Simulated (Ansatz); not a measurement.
# C3H9N: the cost of one run

Method: the levels named in each step, in Ansatz 0.2.0.

### Step 1. The starting structure

Bond lengths: C1–C2 1.525 Å, C2–C3 1.537 Å, C3–N4 1.451 Å, C1–H5 1.088 Å, C1–H6 1.089 Å, C1–H7 1.088 Å, C2–H8 1.092 Å, C2–H9 1.094 Å, C3–H10 1.094 Å, C3–H11 1.093 Å, N4–H12 1.015 Å, N4–H13 1.014 Å. Angles (14 of 21 angles, heavy atoms first): C1–C2–C3 112.6°, C2–C3–N4 115.7°, C1–C2–H8 109.4°, C1–C2–H9 109.5°, C3–C2–H8 108.4°, C3–C2–H9 109.1°, C2–C1–H5 110.5°, C2–C1–H6 111.1°, C2–C1–H7 110.4°, C2–C3–H10 109.0°, C2–C3–H11 109.3°, N4–C3–H10 107.2°, N4–C3–H11 107.4°, C3–N4–H12 110.1°.

Structure file:

```xyz
13

C    -1.5920    0.2243   -0.4439
C    -0.5597   -0.8175   -0.0267
C     0.6549   -0.1944    0.6797
N     1.4623    0.6999   -0.1286
H    -2.4581   -0.2564   -0.8931
H    -1.1765    0.9163   -1.1746
H    -1.9249    0.7962    0.4202
H    -1.0233   -1.5347    0.6532
H    -0.2188   -1.3672   -0.9086
H     1.3125   -0.9958    1.0297
H     0.3157    0.3694    1.5530
H     1.7728    0.2245   -0.9700
H     0.9165    1.5057   -0.4137
```

### Step 2. A rough first relaxation, PBE-D4/def2-SVP

This run stands in another session on the same molecule. It ended at:

```xyz
13

C    -1.6028    0.2192   -0.4535
C    -0.5673   -0.8141   -0.0056
C     0.6746   -0.1993    0.6706
N     1.4824    0.7160   -0.1295
H    -2.4720   -0.2532   -0.9542
H    -1.1625    0.9421   -1.1730
H    -1.9890    0.8034    0.4092
H    -1.0369   -1.5390    0.6965
H    -0.2344   -1.4152   -0.8832
H     1.3341   -1.0218    1.0265
H     0.3538    0.3432    1.5892
H     1.7749    0.2566   -1.0026
H     0.9263    1.5323   -0.4137
```

### Step 3. Relaxation, HF/STO-3G

File input.yaml:

```yaml
crystal:
  periodic: [false, false, false]
  atoms:
    - { symbol: C, position_ang: [-1.60279194, 0.21919919, -0.45354274] }
    - { symbol: C, position_ang: [-0.56725599, -0.81405598, -0.00564463] }
    - { symbol: C, position_ang: [0.67460806, -0.19926942, 0.67056112] }
    - { symbol: "N", position_ang: [1.4823793, 0.71602433, -0.12952793] }
    - { symbol: H, position_ang: [-2.4720194, -0.25317934, -0.95420799] }
    - { symbol: H, position_ang: [-1.16246436, 0.94205769, -1.17298736] }
    - { symbol: H, position_ang: [-1.98901648, 0.80342302, 0.40920898] }
    - { symbol: H, position_ang: [-1.03691199, -1.5389861, 0.69647803] }
    - { symbol: H, position_ang: [-0.23436605, -1.41515235, -0.88320641] }
    - { symbol: H, position_ang: [1.33412618, -1.02182816, 1.02651893] }
    - { symbol: H, position_ang: [0.35376903, 0.34321018, 1.58923528] }
    - { symbol: H, position_ang: [1.77487412, 0.25662215, -1.00263568] }
    - { symbol: H, position_ang: [0.92628951, 1.5323048, -0.4137396] }
basis:
  gaussian: { orbitals: STO-3G }
hamiltonian:
  xc: hf
relax:
  f_tol: 0.004
  max_steps: 150
```

Launch:

```sh
$ ansatz run input.yaml --threads 4 --pin off --max-ram 10240MiB --backend cpu --events-out ev --progress --plain --runs-dir out
```

**Question.** How long does this run take on 4 threads of Intel Xeon Platinum 8259CL at 2.50GHz (Skylake/Cascade Lake), shared host, and how much memory does it need?

About 2.9 s, with a peak of 0.11 GiB.
